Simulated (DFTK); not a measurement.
## W: band structure with TASK

Crystal: W.

```
W
1.0
    -1.58234    1.58234    1.58234
     1.58234   -1.58234    1.58234
     1.58234    1.58234   -1.58234
W
1
Cartesian
  0.0000 0.0000 0.0000
```

```json
{
  "Program": "DFTK 0.8.2",
  "Task": "band structure",
  "Functional": "TASK",
  "Potentials or basis": "in-house norm-conserving set (r2SCAN, scalar relativistic)",
  "Cutoff": "1225 eV",
  "k mesh": "10 × 10 × 10",
  "Occupations": "fermi-dirac, width 0.05 eV",
  "Spin": "no spin polarisation",
  "Valence electrons": "W 14",
  "SCF tolerance on the density": "1e-06",
  "SCF solver": "ScfAndersonSolver"
}
```

| Quantity | Value |
| --- | --- |
| Pressure | 1.6 GPa |
| Band gap on the k mesh | none (metal or under the smearing width) |

Levels at the corners of the path, in eV from the Fermi level:
```csv
point,band 5,band 6,band 7,band 8,band 9,band 10
Γ,-10.92,-1.55,-1.55,-1.55,2.57,2.57
H,-6.44,-6.44,5.26,5.26,5.26,8.77
N,-7.07,-4.13,0.27,2.35,3.45,6.28
Γ,-10.92,-1.55,-1.55,-1.55,2.57,2.57
P,-3.58,-3.58,-3.58,3.63,3.63,7.53
H,-6.44,-6.44,5.26,5.26,5.26,8.77
P,-3.58,-3.58,-3.58,3.63,3.63,7.53
N,-7.07,-4.13,0.27,2.35,3.45,6.28
```

It took 3.4 min on 1 thread of AMD EPYC 9R14 (Zen 4), with other jobs on the host, peak memory 1.7 GiB.

Caveat: the potentials were made for another functional, which shifts forces and pressure; spin-orbit coupling is left out, which moves the levels of the heavy elements.
